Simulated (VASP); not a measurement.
Here is a VASP 6.6.1 calculation.

File INCAR:

```
SYSTEM = SiC
ALGO = Normal
EDIFF = 1E-7
ENCUT = 700
GGA = PE
ISIF = 2
ISMEAR = 0
LASPH = .TRUE.
LCHARG = .FALSE.
LREAL = .FALSE.
LWAVE = .FALSE.
NBANDS = 16
NELM = 100
PREC = Accurate
SIGMA = 0.02
```

KPOINTS

```
k-points
0
G
  9 9 6
  0 0 0
```

The input POSCAR:

```
SiC
1.0
    3.0760000000      0.0000000000      0.0000000000
   -1.5380000000      2.6638941400      0.0000000000
    0.0000000000      0.0000000000      5.0480000000
Si C
2 2
Direct
    0.3333333300      0.6666666700      0.0000000000
    0.6666666700      0.3333333300      0.5000000000
    0.3333333300      0.6666666700      0.3850000000
    0.6666666700      0.3333333300      0.8850000000
```

Potentials or basis: VASP PAW PBE potentials, release 64 (Si, C).

The run is started by

```sh
$ cat potpaw_PBE.64/Si/POTCAR potpaw_PBE.64/C/POTCAR > POTCAR
$ mpirun -np 1 vasp_std > vasp.out
```

Problem. What does it give for the band gap on the k mesh?

Solution. 2.32 eV, indirect (least direct gap 4.11 eV).

Problem. Predict the pressure.

Solution. 3.4 GPa.

Problem. What does it give for the largest force?

Solution. 0.752 eV/Å.

Stress tensor (GPa, compression positive):
```
5.07 0.00 0.00
0.00 5.07 0.00
0.00 0.00 0.22
```

Caveat: an odd mesh through Γ misses points on the zone boundary, where band edges often lie.
